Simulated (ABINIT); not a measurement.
# MoS2 (P-3m1) in ABINIT: single point with AM05

Aim: the single point of MoS2 with AM05.

Program: ABINIT 10.8.3 (patched build). These are calculated values, not measurements. Logs are shortened: lines on timing, memory, paths and dates and some standing lists are left out, and cuts for length are marked. The log counts tension as positive stress, the text compression.

### Step 1. Starting point

Symmetry: P-3m1, No. 164, trigonal system. Conventional cell: a = 3.564 Å, b = 3.564 Å, c = 5.749 Å, α = 90.00°, β = 90.00°, γ = 120.00°. Mo (site symmetry -3m) is surrounded by 6 S at 2.52 Å. S (site symmetry 3m) has 3 Mo at 2.52 Å as nearest neighbours.

Measurements of this composition are mostly on another form, of space group No. 194.

### Step 2. Single point, AM05

File run.abi:

```
# Pseudopotentials
pp_dirpath "./"
pseudos "Mo.upf, S.upf"

# Structure
acell 3*1.0 Angstrom
rprim
     3.5639467600     0.0000000000     0.0000000000
    -1.7819733800     3.0864684300     0.0000000000
     0.0000000000     0.0000000000     5.7493858200
ntypat 2
znucl 42 16
natom 3
typat 1 2 2
xcart
     0.0000000000     0.0000000000     0.0000000000
     0.0000000000     3.8883866833     2.7379206753
     3.3674416496     1.9441933417     8.1268439093

# Plane-wave basis
ecut 1088.455450 eV

# k points
kptopt 1
ngkpt 7 7 4
nshiftk 1
shiftk 0.0 0.0 0.0

# Exchange and correlation
ixc -120135

# Bands and occupations
nband 17
occopt 3
tsmear 0.05 eV

# SCF cycle
nstep 100
tolvrs 1.0e-10

# Output
iomode 3
prtwf 0
prteig 0
prtebands 0
prtvol 2
prtden 1
prtvha 1
prtvclmb 1
prtpot 1
prtelf 1
```

Potentials or basis: PseudoDojo NC SR PBEsol v0.4.1 standard.

Command:

```
abinit run.abi > log 2>&1
```

run.abo:

```text
.Version 10.8.3 of ABINIT
 Symmetries : space group P-3 m 1 (#164); Bravais hP (primitive hexag.)
================================================================================
 Values of the parameters that define the memory need of the present run
     intxc =       0    ionmov =       0      iscf =       7    lmnmax =       6
     lnmax =       6     mgfft =      64  mpssoang =       3    mqgrid =    3094
     natom =       3  nloc_mem =       1    nspden =       1   nspinor =       1
    nsppol =       1      nsym =      12    n1xccc =    2501    ntypat =       2
    occopt =       3   xclevel =       2
       mpw =        5184          nfft =      102400          nkpt =          28
================================================================================
================================================================================

--------------------------------------------------------------------------------
------------- Echo of variables that govern the present computation ------------
--------------------------------------------------------------------------------
 -outvars: echo values of preprocessed input variables --------
            acell      1.8897261259E+00  1.8897261259E+00  1.8897261259E+00 Bohr
              amu      9.59400000E+01  3.20660000E+01
             ecut      4.00000000E+01 Hartree
              ixc     -120135
         kptrlatt        7    0    0      0    7    0      0    0    4
          kptrlen      4.34590584E+01
            natom           3
            nband          17
            ngfft          40      40      64
             nkpt          28
            nstep         100
             nsym          12
           ntypat           2
           occopt           3
        prtebands           0
           prteig           0
           prtelf           1
           prtpot           1
         prtvclmb           1
           prtvha           1
           prtvol           2
            prtwf           0
            rprim      3.5639467600E+00  0.0000000000E+00  0.0000000000E+00
                      -1.7819733800E+00  3.0864684300E+00  0.0000000000E+00
                       0.0000000000E+00  0.0000000000E+00  5.7493858200E+00
          spgroup         164
           tolvrs      1.00000000E-10
           tsmear      1.83746611E-03 Hartree
            typat      1  2  2
[... 268 lines left out ...]
    3      0.00000000000000     0.00000000000000     0.96139725011091
 frms,max,avg= 4.5320701E-01 9.6139725E-01   0.000E+00  0.000E+00  0.000E+00 e/A
 length scales=  1.889726125908  1.889726125908  1.889726125908 bohr
              =  1.000000000000  1.000000000000  1.000000000000 angstroms
 Fermi (or HOMO) energy (hartree) =   0.23261   Average Vxc (hartree)=  -0.37634
 Eigenvalues (hartree) for nkpt=  28  k points:
 kpt#   1, nband= 17, wtk=  0.00510, kpt=  0.0000  0.0000  0.0000 (reduced coord)
  -2.03401   -1.08255   -1.08255   -1.07475   -0.27690   -0.21807    0.02310    0.08306
   0.08306    0.20262    0.20262    0.20596    0.20596    0.21104    0.23391    0.33785
   0.33785
      occupation numbers for kpt#   1
   2.00000    2.00000    2.00000    2.00000    2.00000    2.00000    2.00000    2.00000
   2.00000    2.00000    2.00000    2.00000    2.00000    1.99998    0.66043    0.00000
   0.00000
 kpt#   2, nband= 17, wtk=  0.03061, kpt=  0.1429  0.0000  0.0000 (reduced coord)
  -2.03396   -1.08334   -1.08274   -1.07460   -0.26920   -0.21873    0.03367    0.07737
   0.08788    0.14894    0.17130    0.20458    0.21553    0.23547    0.24643    0.32760
   0.33633
      occupation numbers for kpt#   2
   2.00000    2.00000    2.00000    2.00000    2.00000    2.00000    2.00000    2.00000
   2.00000    2.00000    2.00000    2.00000    1.99982    0.34905    0.00108    0.00000
   0.00000
 kpt#   3, nband= 17, wtk=  0.03061, kpt=  0.2857  0.0000  0.0000 (reduced coord)
[... 192 lines left out ...]
  -2.03371   -1.08647   -1.08404   -1.07395   -0.23047   -0.21641    0.03061    0.06339
   0.09676    0.10256    0.13388    0.15859    0.21260    0.24779    0.25796    0.33329
   0.37464
      occupation numbers for kpt#  27
   2.00000    2.00000    2.00000    2.00000    2.00000    2.00000    2.00000    2.00000
   2.00000    2.00000    2.00000    2.00000    1.99996    0.00052    0.00000    0.00000
   0.00000
 kpt#  28, nband= 17, wtk=  0.03061, kpt=  0.2857  0.2857  0.5000 (reduced coord)
  -2.03370   -1.08590   -1.08482   -1.07392   -0.22468   -0.22047    0.05103    0.05592
   0.09052    0.10651    0.12300    0.13440    0.23067    0.24565    0.25182    0.33912
   0.36240
      occupation numbers for kpt#  28
   2.00000    2.00000    2.00000    2.00000    2.00000    2.00000    2.00000    2.00000
   2.00000    2.00000    2.00000    2.00000    1.48388    0.00165    0.00006    0.00000
   0.00000
 Total charge density [el/Bohr^3]
)     Maximum=    9.2674E-01  at reduced coord.    0.8750    0.9500    0.9688
)Next maximum=    9.2674E-01  at reduced coord.    0.0750    0.9500    0.9688
)     Minimum=    1.7006E-03  at reduced coord.    0.0000    0.0000    0.5000
)Next minimum=    1.7180E-03  at reduced coord.    0.0250    0.0000    0.5000
   Integrated=    2.6000E+01

--- !EnergyTerms
iteration_state     : {dtset: 1, }
comment             : Components of total free energy in Hartree
kinetic             :  2.95605006170619E+01
hartree             :  2.44481281933906E+01
xc                  : -1.63080197609141E+01
Ewald energy        : -6.02215567152043E+01
psp_core            :  2.03392887458244E+00
local_psp           : -8.33678481505706E+01
non_local_psp       :  1.15726063453890E+01
internal            : -9.22822605962650E+01
'-kT*entropy'       : -5.80768082486604E-04
total_energy        : -9.22828413643475E+01
total_energy_eV     : -2.51114404024185E+03
band_energy         : -9.80488013999662E+00
...

 Cartesian components of stress tensor (hartree/bohr^3)
  sigma(1 1)=  6.61670368E-04  sigma(3 2)=  0.00000000E+00
  sigma(2 2)=  6.61670375E-04  sigma(3 1)=  0.00000000E+00
  sigma(3 3)=  2.34817119E-04  sigma(2 1)=  0.00000000E+00

-Cartesian components of stress tensor (GPa)         [Pressure= -1.5281E+01 GPa]
- sigma(1 1)=  1.94670143E+01  sigma(3 2)=  0.00000000E+00
- sigma(2 2)=  1.94670145E+01  sigma(3 1)=  0.00000000E+00
- sigma(3 3)=  6.90855816E+00  sigma(2 1)=  0.00000000E+00

== END DATASET(S) ==============================================================
================================================================================

 -outvars: echo values of variables after computation  --------
            acell      1.8897261259E+00  1.8897261259E+00  1.8897261259E+00 Bohr
           etotal     -9.2282841364E+01
            fcart     -0.0000000000E+00 -0.0000000000E+00 -0.0000000000E+00
                      -5.1175138903E-27 -8.8637940719E-27 -1.8696199835E-02
                       5.1175138903E-27  8.8637940719E-27  1.8696199835E-02
            rprim      3.5639467600E+00  0.0000000000E+00  0.0000000000E+00
                      -1.7819733800E+00  3.0864684300E+00  0.0000000000E+00
                       0.0000000000E+00  0.0000000000E+00  5.7493858200E+00
           strten      6.6167036787E-04  6.6167037453E-04  2.3481711915E-04
                       0.0000000000E+00  0.0000000000E+00  0.0000000000E+00
           xangst      0.0000000000E+00  0.0000000000E+00  0.0000000000E+00
                       1.2387700576E-17  2.0576456200E+00  1.4488452276E+00
                       1.7819733800E+00  1.0288228100E+00  4.3005405924E+00
             xred      0.0000000000E+00  0.0000000000E+00  0.0000000000E+00
                       3.3333333333E-01  6.6666666667E-01  2.5200000017E-01
                       6.6666666667E-01  3.3333333333E-01  7.4799999983E-01
 Calculation completed.
```

It took 64 s on 1 thread of Intel Xeon 6975P-C (Granite Rapids), shared host; peak memory 0.12 GiB.

Results:

```
Free energy                                           : -2511.1440 eV
Pressure                                              : -15.3 GPa
Largest force                                         : 0.961 eV/Å
Band gap on the k mesh                                : none (metal or under the smearing width)
Valence electrons inside the program's atomic spheres : Mo 10.39; S 3.84
```

Forces on the atoms (eV/Å):
```
Mo   0.000  0.000  0.000
S    0.000  0.000 -0.961
S    0.000  0.000  0.961
```

Levels at points of the mesh, in eV from the Fermi level:
```tsv
k point	band 11	band 12	band 13	band 14	band 15	band 16
(0.00, 0.00, 0.00)	-0.82	-0.73	-0.73	-0.59	0.04	2.86
(0.00, 0.00, 0.50)	-0.90	-0.90	-0.84	-0.84	0.61	3.24
```

Caveat: so large a pressure means that the cell lies far from this level's equilibrium, or that cutoff or potentials fall short; the potentials were made for another functional, which shifts forces and pressure; this functional lacks dispersion, which binds the layers, so the pressure and a relaxed spacing across them are unreliable.
